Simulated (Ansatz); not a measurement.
AlNi3:

```
CELL_PARAMETERS angstrom
3.52305 0.00000 0.00000
0.00000 3.52305 0.00000
0.00000 0.00000 3.52305
ATOMIC_POSITIONS crystal
Ni 0.50000 0.50000 0.00000
Ni 0.50000 0.00000 0.50000
Ni 0.00000 0.50000 0.50000
Al 0.00000 0.00000 0.00000
```

The cell is a database's computed one.

Base run:

```yaml
Program: Ansatz 0.2.0
Functional: PBE
Potentials_or_basis: JTH PAW
Cutoff: "2400 eV (not typed: the program's choice for these potentials)"
k_mesh: 8 × 8 × 8
Occupations: fermi-dirac, width 0.05 eV
Spin: collinear spin, ferromagnetic start
Starting_moments: "[1.0, 1.0, 1.0, 0.0] μB"
```

Its results: band gap on the k mesh none (metal or under the smearing width); pressure 8.2 GPa; net moment 0.70 μB per cell; site moments Ni +0.26; Al -0.02 μB.

**Question.** The run is repeated on the same cell with these changes: potentials or basis from JTH PAW to SPMS NC; cutoff from 2400 eV (not typed: the program's choice for these potentials) to 925 eV (not typed: the program's choice for these potentials). What comes out?

**Answer.** Band gap on the k mesh none (metal or under the smearing width); pressure 7.3 GPa; net moment 0.63 μB per cell; site moments Ni +0.23; Al -0.01 μB.
